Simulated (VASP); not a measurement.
# Cu (P6_3/mmc) in VASP: further runs

One crystal, Cu, is run at these levels: PBE; tasks: single point.

Everything below comes from runs of VASP 6.6.1. Logs are shortened: lines on timing, memory, paths and dates and some standing lists are left out, and cuts for length are marked.

## Step 1: The crystal as given

Symmetry: P6_3/mmc, No. 194, hexagonal system. Conventional cell: a = 2.568 Å, b = 2.568 Å, c = 4.194 Å, α = 90.00°, β = 90.00°, γ = 120.00°. Cu (site symmetry -6m2) has 12 Cu at 2.57 Å as nearest neighbours.

This isn't the form of Cu at room conditions, which is fcc.

## Step 2: Single point, PBE (strained and moved within the space group)

Contents of INCAR:

```
PREC = Accurate
ENCUT = 520
EDIFF = 1E-7
ISMEAR = 0
SIGMA = 0.1
LREAL = False
LASPH = True
NELM = 100
ALGO = Normal
ISIF = 2
LWAVE = False
LCHARG = False
GGA = PE
NBANDS = 18
```

Contents of KPOINTS:

```
regular mesh
0
Gamma
  18 18 10
```

Contents of POSCAR:

```
Cu
1.0
    2.5773537000      0.0000000000      0.0000000000
   -1.2886768500      2.2320537787      0.0000000000
    0.0000000000      0.0000000000      3.8126411970
Cu
2
Direct
    0.3333333300      0.6666666700      0.2500000000
    0.6666666700      0.3333333300      0.7500000000
```

Potentials or basis: VASP PAW PBE potentials, release 64 (Cu).

On the command line:

```bash
> cat potpaw_PBE.64/Cu/POTCAR > POTCAR
> mpirun -np 1 vasp_std > vasp.out
```

OUTCAR:

```text
PREC = Accurate
   ENCUT = 520
   EDIFF = 1E-7
   ISMEAR = 0
   LREAL = False
   LASPH = True
   NELM = 100
   ISIF = 2
   GGA = PE

 ion  position               nearest neighbor table
   1  0.333  0.667  0.250-   2 2.42   2 2.42   2 2.42   2 2.42   2 2.42   2 2.42
   2  0.667  0.333  0.750-   1 2.42   1 2.42   1 2.42   1 2.42   1 2.42   1 2.42

  LATTYP: Found a hexagonal cell.
 ALAT       =     2.5773537000
 C/A-ratio  =     1.4792852052

  Lattice vectors:

 A1 = (   2.5773537000,   0.0000000000,   0.0000000000)
 A2 = (  -1.2886768500,   2.2320537787,   0.0000000000)
 A3 = (   0.0000000000,   0.0000000000,   3.8126411970)

Analysis of symmetry for initial positions (statically):
=====================================================================
 Subroutine PRICEL returns:
 Original cell was already a primitive cell.

 Routine SETGRP: Setting up the symmetry group for a
 hexagonal supercell.

 Subroutine GETGRP returns: Found 24 space group operations
 (whereof 12 operations were pure point group operations)
 out of a pool of 24 trial point group operations.

The static configuration has the point symmetry D_3d.
 The point group associated with its full space group is D_6h.

Analysis of symmetry for dynamics (positions and initial velocities):
=====================================================================
 Subroutine PRICEL returns:
 Original cell was already a primitive cell.

 Routine SETGRP: Setting up the symmetry group for a
 hexagonal supercell.

 Subroutine GETGRP returns: Found 24 space group operations
 (whereof 12 operations were pure point group operations)
 out of a pool of 24 trial point group operations.

The dynamic configuration has the point symmetry D_3d.
 The point group associated with its full space group is D_6h.

 Subroutine INISYM returns: Found 24 space group operations
 (whereof 12 operations are pure point group operations),
 and found     1 'primitive' translations

----------------------------------------------------------------------------------------

                                     Primitive cell

  volume of cell :      21.9333

  direct lattice vectors                    reciprocal lattice vectors
     2.577353700  0.000000000  0.000000000     0.387994865  0.224008940  0.000000000
    -1.288676850  2.232053779  0.000000000     0.000000000  0.448017879  0.000000000
     0.000000000  0.000000000  3.812641197     0.000000000  0.000000000  0.262285368

  length of vectors
     2.577353700  2.577353700  3.812641197     0.448017879  0.448017879  0.262285368

  position of ions in fractional coordinates (direct lattice)
     0.333333330  0.666666670  0.250000000
     0.666666670  0.333333330  0.750000000

  ion indices of the primitive-cell ions
   primitive index   ion index
                 1           1
                 2           2

----------------------------------------------------------------------------------------

 KPOINTS: regular mesh

Automatic generation of k-mesh.
 Grid dimensions read from file:
 generate k-points for:   18   18   10

 Generating k-lattice:

  Cartesian coordinates                     Fractional coordinates (reciprocal lattice)
     0.021555270  0.012444941  0.000000000     0.055555556  0.000000000  0.000000000
     0.000000000  0.024889882  0.000000000     0.000000000  0.055555556  0.000000000
     0.000000000  0.000000000  0.026228537     0.000000000  0.000000000  0.100000000

  Length of vectors
     0.024889882  0.024889882  0.026228537

  Shift w.r.t. Gamma in fractional coordinates (k-lattice)
     0.000000000  0.000000000  0.000000000

 Subroutine IBZKPT returns following result:
 ===========================================

 Found    222 irreducible k-points:

 Following reciprocal coordinates:
            Coordinates               Weight
  0.000000  0.000000  0.000000      1.000000
  0.055556 -0.000000  0.000000      6.000000
  0.111111 -0.000000  0.000000      6.000000
  0.166667 -0.000000  0.000000      6.000000
  0.222222  0.000000  0.000000      6.000000
  0.277778 -0.000000  0.000000      6.000000
[... 16 lines left out ...]
  0.333333  0.111111  0.000000     12.000000
  0.388889  0.111111  0.000000     12.000000
 [... further k-points ...]
   k-points           NKPTS =    222   k-points in BZ     NKDIM =    222   number of bands    NBANDS=     18
   number of dos      NEDOS =    301   number of ions     NIONS =      2
   total plane-waves  NPLWV =  11200
   dimension x,y,z NGX =    20 NGY =   20 NGZ =   28
   dimension x,y,z NGXF=    40 NGYF=   40 NGZF=   56
   ions per type =               2
   NGX,Y,Z   is equivalent  to a cutoff of  12.90, 12.90, 12.21 a.u.
   NGXF,Y,Z  is equivalent  to a cutoff of  25.80, 25.80, 24.42 a.u.
 SYSTEM =  unknown system
   PREC   = accura    normal or accurate (medium, high low for compatibility)
   ISTART =      0    job   : 0-new  1-cont  2-samecut
   ICHARG =      2    charge: 1-file 2-atom 10-const
   ISPIN  =      1    spin polarized calculation?
   LNONCOLLINEAR =      F non collinear calculations
   LSORBIT =      F    spin-orbit coupling
   LASPH  =      T    aspherical Exc in radial PAW
   ENCUT  =  520.0 eV  38.22 Ry    6.18 a.u.   4.79  4.79  7.09*2*pi/ulx,y,z
   NELM   =    100;   NELMIN=  2; NELMDL= -5     # of ELM steps
   EDIFF  = 0.1E-06   stopping-criterion for ELM
   LREAL  =      F    real-space projection
   EDIFFG = 0.1E-05   stopping-criterion for IOM
   NSW    =      0    number of steps for IOM
   IBRION =     -1    ionic relax: 0-MD 1-quasi-New 2-CG
   NFREE  =      0    steps in history (QN), initial steepest desc. (CG)
   ISIF   =      2    stress and relaxation
   ISYM   =      2    0-nonsym 1-usesym 2-fastsym
   POTIM  = 0.5000    time-step for ionic-motion
   TEBEG  =    0.0;   TEEND  =   0.0 temperature during run
   PSTRESS=    0.0 pullay stress
   NELECT =      22.0000    total number of electrons
   NUPDOWN=      -1.0000    fix difference up-down
   EMIN   =  10.00;   EMAX   =-10.00  energy-range for DOS
   EFERMI =   0.00;   METHOD = LEGACY
   ISMEAR =     0;   SIGMA  =   0.10  broadening in eV -4-tet -1-fermi 0-gaus
   EFERMI_NEDOS =   21; number of points for ismear=-14 and -15
   IALGO  =     38    algorithm
   IMIX   =      4    mixing-type and parameters
     AMIX     =   0.40;   BMIX     =  1.00
     AMIX_MAG =   1.60;   BMIX_MAG =  1.00
  volume/ion in A,a.u.               =      10.97        74.01
  Fermi-wavevector in a.u.,A,eV,Ry     =   1.638756  3.096799 36.538716  2.685520
  Thomas-Fermi vector in A             =   2.729675
   LORBIT       =      0    0 simple, 1 ext, 2 COOP (PROOUT), +10 PAW based schemes
   GGA     = PE    functional components
   LHFCALC =     F    Hartree Fock is set to
   AEXX    =    0.0000 exact exchange contribution
   IVDW    =     0    specifies the selected vdW correction
   LEPSILON=     F    determine dielectric tensor
   LRPA    =     F    only Hartree local field effects (RPA)
 non-spin polarized calculation
 Gauss-broadening in eV      SIGMA  =   0.10
  energy-cutoff  :      520.00
  volume of cell :       21.93
 maximum number of plane-waves:       612
 NGX is ok and might be reduce to    20
   NGX =  9   NGY =  9   NGZ = 15

 number of electron      21.9999999 magnetization

 Free energy of the ion-electron system (eV)
  ---------------------------------------------------
  ext. energy  EPLUGINS =         0.00000000
  ---------------------------------------------------
  free energy    TOTEN  =        -7.24298329 eV

  energy without entropy =       -7.24066367  energy(sigma->0) =       -7.24182348

 E-fermi :   8.5496     XC(G=0): -13.1553

 val. band max:        8.5447644847   @ k =   0.1667   0.1111   0.3000
 cond. band min:       8.5778418542   @ k =   0.3889   0.1111   0.4000
 fundamental gap:      0.0330773696
 Fermi energy:         8.5496121434

 k-point     1 :       0.0000    0.0000    0.0000
  band No.  band energies     occupation
      1      -1.3864      2.00000
      2       3.1590      2.00000
      3       5.3127      2.00000
      4       5.3127      2.00000
      5       5.5948      2.00000
      6       5.5948      2.00000
[... 10 lines left out ...]
     17      31.1303      0.00000
     18      31.1303      0.00000

 k-point     2 :       0.0556   -0.0000    0.0000
  band No.  band energies     occupation
      1      -1.2880      2.00000
      2       3.2067      2.00000
      3       5.2407      2.00000
      4       5.3495      2.00000
      5       5.5624      2.00000
      6       5.5691      2.00000
[... 10 lines left out ...]
     17      32.2803      0.00000
     18      32.2986      0.00000

 k-point     3 :       0.1111   -0.0000    0.0000
  band No.  band energies     occupation
      1      -0.9959      2.00000
      2       3.3399      2.00000
      3       5.0887      2.00000
      4       5.4349      2.00000
      5       5.4572      2.00000
      6       5.4988      2.00000
[... 10 lines left out ...]
     17      33.1906      0.00000
     18      33.3261      0.00000

 k-point     4 :       0.1667   -0.0000    0.0000
  band No.  band energies     occupation
      1      -0.5191      2.00000
      2       3.5256      2.00000
      3       4.9155      2.00000
      4       5.1546      2.00000
      5       5.3989      2.00000
      6       5.5439      2.00000
[... 375 lines left out ...]
      4       4.5024      2.00000
      5       5.0463      2.00000
      6       5.5866      2.00000
[... 10 lines left out ...]
     17      25.6125      0.00000
     18      28.7504      0.00000

 k-point    23 :       0.3333    0.1111    0.0000
  band No.  band energies     occupation
      1       2.6953      2.00000
      2       3.8005      2.00000
      3       3.9912      2.00000
      4       4.5657      2.00000
      5       4.9892      2.00000
      6       5.5327      2.00000
[... 10 lines left out ...]
     17      23.7261      0.00000
     18      28.2876      0.00000

 k-point    24 :       0.3889    0.1111    0.0000
  band No.  band energies     occupation
      1       3.1843      2.00000
      2       3.7204      2.00000
      3       3.8860      2.00000
      4       4.6835      2.00000
      5       4.9546      2.00000
      6       5.4971      2.00000
[... 10 lines left out ...]
     17      22.1755      0.00000
     18      28.0065      0.00000

 [... further k-points ...]

------------------------ aborting loop because EDIFF is reached ----------------------------------------

  FORCE on cell =-STRESS in cart. coord.  units (eV):
  Direction    XX          YY          ZZ          XY          YZ          ZX
  --------------------------------------------------------------------------------------
  -------------------------------------------------------------------------------------
  Total        1.4695631      1.4695631      4.3430071      0.0000000     -0.0000000      0.0000000
  in kB      107.3480620    107.3480620    317.2462606      0.0000000     -0.0000000      0.0000000
  external PRESSURE =     177.3141282 kB  Pullay stress =       0.0000000 kB

 VOLUME and BASIS-vectors are now :
 -----------------------------------------------------------------------------
  energy-cutoff  :      520.00
  volume of cell :       21.93
      direct lattice vectors                 reciprocal lattice vectors
     2.577353700  0.000000000  0.000000000     0.387994865  0.224008940  0.000000000
    -1.288676850  2.232053779  0.000000000     0.000000000  0.448017879  0.000000000
     0.000000000  0.000000000  3.812641197     0.000000000  0.000000000  0.262285368

 POSITION                                       TOTAL-FORCE (eV/Angst)
 -----------------------------------------------------------------------------------
     -0.00000      1.48804      0.95316        -0.000000      0.000000      0.000000
      1.28868      0.74402      2.85948         0.000000      0.000000      0.000000
 -----------------------------------------------------------------------------------
    total drift:                               -0.000001      0.000000     -0.000000

  FREE ENERGIE OF THE ION-ELECTRON SYSTEM (eV)
  ---------------------------------------------------
  free  energy   TOTEN  =        -7.2429832901 eV

  energy  without entropy=       -7.2406636665  energy(sigma->0) =       -7.24182348
```

Run time: 27 s. Hardware: 1 thread of Intel Xeon 6975P-C (Granite Rapids), shared host; peak memory 0.18 GiB.

Results:

| Item | Value |
| --- | --- |
| Free energy | -7.2430 eV |
| Pressure | 17.7 GPa |
| Band gap on the k mesh | none (metal or under the smearing width) |

Stress tensor (GPa, compression positive):
```
10.73  0.00  0.00
 0.00 10.73  0.00
 0.00  0.00 31.72
```

Caveat: so large a pressure means that the cell lies far from this level's equilibrium, or that cutoff or potentials fall short.

## Step 3: Single point, PBE, collinear spin, typed start (Cu replaced by Mn, lengths x 1.032, strained and moved within the space group)

Contents of INCAR:

```
SYSTEM = Mn
PREC     = Accurate       ! precision mode
ENCUT    = 520            ! plane-wave cutoff, eV
EDIFF    = 1E-6           ! SCF threshold, eV
ISMEAR   = 0              ! smearing method
SIGMA    = 0.1            ! smearing width, eV
LREAL    = .False.        ! projectors in reciprocal space
LASPH    = .True.         ! aspherical terms in the spheres
NELM     = 150            ! most SCF steps
ALGO     = Normal         ! electronic algorithm
ISIF     = 2              ! what is computed and relaxed
LWAVE    = .False.        ! write WAVECAR
LCHARG   = .True.         ! write CHGCAR
ISPIN    = 2              ! spin polarisation
MAGMOM   = 4 4            ! initial moments
LORBIT   = 11             ! projections on sites
LMAXMIX  = 4              ! l up to which the mixer works
GGA      = PE             ! functional
LELF     = .True.         ! ELF
LVHAR    = .True.       
NBANDS   = 24             ! bands
```

Contents of KPOINTS:

```
regular mesh
0
Gamma
  9 9 4
  0 0 0
```

Contents of POSCAR:

```
Mn
1.0
    2.6150930802      0.0000000000      0.0000000000
   -1.3075465401      2.2647370407      0.0000000000
    0.0000000000      0.0000000000      4.2440196114
Mn
2
Direct
    0.3333333300      0.6666666700      0.2500000000
    0.6666666700      0.3333333300      0.7500000000
```

Potentials or basis: VASP PAW PBE potentials, release 64 (Mn_pv).

On the command line:

```bash
> cat potpaw_PBE.64/Mn_pv/POTCAR > POTCAR
> mpirun -np 1 vasp_std > vasp.out
```

It took 54 s on 1 thread of Intel Xeon 6975P-C (Granite Rapids), shared host; peak memory 0.16 GiB.

It converged, with:

```yaml
Free_energy: -17.4706 eV
Pressure: -31.3 GPa
Band_gap_on_the_k_mesh: none (metal or under the smearing width)
Net_moment: 0.00 μB per cell
Valence_electrons_inside_the_program's_atomic_spheres: Mn 11.71
```

Stress tensor (GPa, compression positive):
```
-31.15   0.00   0.00
  0.00 -31.15   0.00
  0.00   0.00 -31.74
```

Levels at points of the mesh, in eV from the Fermi level:
Spin up:
```tsv
k point	band 9	band 10	band 11	band 12	band 13	band 14	band 15	band 16	band 17	band 18
(0.00, 0.00, 0.00)	-0.78	-0.74	-0.74	-0.38	-0.38	0.05	0.05	0.55	1.28	1.28
(0.00, 0.00, 0.50)	-1.25	-1.25	-0.80	-0.80	-0.80	-0.80	0.94	0.94	0.94	0.94
```
Spin down:
| k point | band 9 | band 10 | band 11 | band 12 | band 13 | band 14 | band 15 | band 16 | band 17 | band 18 |
| --- | --- | --- | --- | --- | --- | --- | --- | --- | --- | --- |
| (0.00, 0.00, 0.00) | -0.78 | -0.74 | -0.74 | -0.38 | -0.38 | 0.05 | 0.05 | 0.55 | 1.28 | 1.28 |
| (0.00, 0.00, 0.50) | -1.25 | -1.25 | -0.80 | -0.80 | -0.80 | -0.80 | 0.94 | 0.94 | 0.94 | 0.94 |

Caveat: the k mesh is coarse (spacing up to 0.37 Å⁻¹), so the values aren't converged; the starting moments collapsed, and a magnetic state may lie lower; the cell as given lies far from equilibrium; so large a pressure means that the cell lies far from this level's equilibrium, or that cutoff or potentials fall short.

[end of part 1 of 2]
